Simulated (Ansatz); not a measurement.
Input and command of a plane-wave DFT calculation in Ansatz:

```yaml
crystal:
  lattice:
    - [6.0063005223, 0.0, 0.0]
    - [0.0, -6.0063005223, 0.0]
    - [0.0, 0.0, -6.0063005223]
  atoms:
    - { symbol: Hg, position: [0.0, 1.0, 0.9733613063] }
    - { symbol: Hg, position: [0.5, 0.5, 1.0] }
    - { symbol: Hg, position: [0.5, 1.0, 0.5] }
    - { symbol: Hg, position: [0.0, 0.5, 0.5] }
    - { symbol: Te, position: [0.5, 0.0, 0.0] }
    - { symbol: Te, position: [0.0, 0.5, 0.0] }
    - { symbol: Te, position: [0.0, 0.0, 0.5] }
    - { symbol: Te, position: [0.5, 0.5, 0.5] }
basis:
  ecutwfc: 420
kpoints:
  mp_grid: { grid: [10, 10, 10] }
hamiltonian:
  xc: pbesol
scf:
  occupations: { method: gaussian, width: 0.15 }
output:
  forces: true
  stress: true
  eigenvalues: true
```

```bash
ansatz run input.yaml --threads 1 --pin off --max-ram 2560MiB --backend cpu --events-out ev --progress --plain --runs-dir out
```

Processor: Intel(R) Xeon(R) Platinum 8375C CPU @ 2.90GHz (Ice Lake), 1 thread, on a host shared with other jobs.

Task: Estimate time, memory and problem size.

Result: About 110 s on 1 thread of Intel(R) Xeon(R) Platinum 8375C CPU @ 2.90GHz (Ice Lake) (shared host), peak memory 1.7 GiB. It solves 87 bands at 126 k points (the mesh reduced by the symmetry that the task leaves, which can be less than the crystal's) with about 4169 plane waves, in 6 SCF iterations.
